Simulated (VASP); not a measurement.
Here is a VASP 6.6.1 calculation.

File INCAR:

```
SYSTEM = InAs
PREC = Accurate
ENCUT = 520
EDIFF = 1E-6
ISMEAR = -1
SIGMA = 0.05
LREAL = .False.
LASPH = .True.
NELM = 100
ALGO = Normal
ISIF = 2
LWAVE = .False.
LCHARG = .False.
GGA = PS
NBANDS = 16
```

Contents of KPOINTS:

```
Automatic mesh
0
Gamma
  8 8 8
  0 0 0
```

POSCAR

```
InAs
1.0
    0.0000000000      3.0443867647      3.0443867647
    3.0443867647      0.0000000000      3.0443867647
    3.0443867647      3.0443867647      0.0000000000
In As
1 1
Direct
    0.0000000000      0.0000000000      0.0000000000
    0.7500000000      0.7500000000      0.7500000000
```

Potentials or basis: VASP PAW PBE potentials, release 64 (In_d, As).

Run with:

```sh
$ cat potpaw_PBE.64/In_d/POTCAR potpaw_PBE.64/As/POTCAR > POTCAR
$ mpirun -np 1 vasp_std > vasp.out
```

Problem. Predict the pressure.

Solution. 0.1 GPa.

Problem. What does it give for the band gap on the k mesh?

Solution. Zero (filled and empty bands touch).

Caveat: the PAW data sets were made with another functional, which shifts forces and pressure a little; spin-orbit coupling is left out, which moves the levels of the heavy elements.

**What was measured.**

A printed reference work, data compilation reports, for a bulk crystal of InAs at 4.2 K: band gap 0.418 eV (direct).

A measured gap of InAs is 0.418 eV (direct; 4.2 K; a printed reference work, data compilation); the calculated 0.00 eV misses it by -0.42 eV. Spin-orbit coupling on As, In is left out. The value is that of PBEsol on a finite k mesh, which can miss the band edges, without temperature or zero-point motion. Semilocal functionals fall short of measured gaps as a rule.
